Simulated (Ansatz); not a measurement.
# HfN: the cost of one run

Method: DFT PBE, scalar-relativistic, plane waves, PAW, in Ansatz 0.2.0.

## Step 1: The system as given

The structure is cubic, space group Fm-3m (No. 225). The conventional cell has a = 4.518 Å, b = 4.518 Å, c = 4.518 Å, α = 90.00°, β = 90.00°, γ = 90.00°. Hf (site symmetry m-3m) is surrounded by 6 N at 2.26 Å. N (site symmetry m-3m) has 6 Hf at 2.26 Å in its first shell of neighbours.

Coordinates:

```
Hf N
1.0
     0.00000    2.25900    2.25900
     2.25900    0.00000    2.25900
     2.25900    2.25900    0.00000
Hf N
1 1
Direct
  0.00000 0.00000 0.00000
  0.50000 0.50000 0.50000
```

The cell is taken as given, not relaxed at this level.

## Step 2: The reference cell

Reference values: F = -16108.6832 eV; pressure 5.43 GPa; largest force 0.000 eV/Å; gap on the mesh none (metal). It was computed beforehand with the settings of the runs below.

## Step 3: The scan: a trigonal deformation path

At fixed volume and fractional coordinates, lengths along (0.577, 0.577, 0.577) are scaled against those across it; ρ is that ratio over its starting value.

## Step 4: ρ = 0.500

input.yaml

```yaml
crystal:
  lattice:
    - [-0.9487205506, 1.8974411011, 1.8974411011]
    - [1.8974411011, -0.9487205506, 1.8974411011]
    - [1.8974411011, 1.8974411011, -0.9487205506]
  atoms:
    - { symbol: Hf, position: [0.0, 0.0, 0.0] }
    - { symbol: "N", position: [0.5, 0.5, 0.5] }
basis:
  ecutwfc: 420
kpoints:
  mp_grid: { grid: [20, 20, 20] }
hamiltonian:
  xc: pbe
scf:
  occupations: { method: gaussian, width: 0.15 }
output:
  forces: true
  stress: true
  eigenvalues: true
```

Run with:

```bash
> ansatz run input.yaml --threads 1 --pin off --max-ram 2560MiB --backend cpu --events-out ev --progress --plain --runs-dir out
```

What time and memory should one allow on 1 thread of Intel Xeon at 2.50GHz (Skylake/Cascade Lake), shared host?

About 12 s, with a peak of 0.42 GiB.
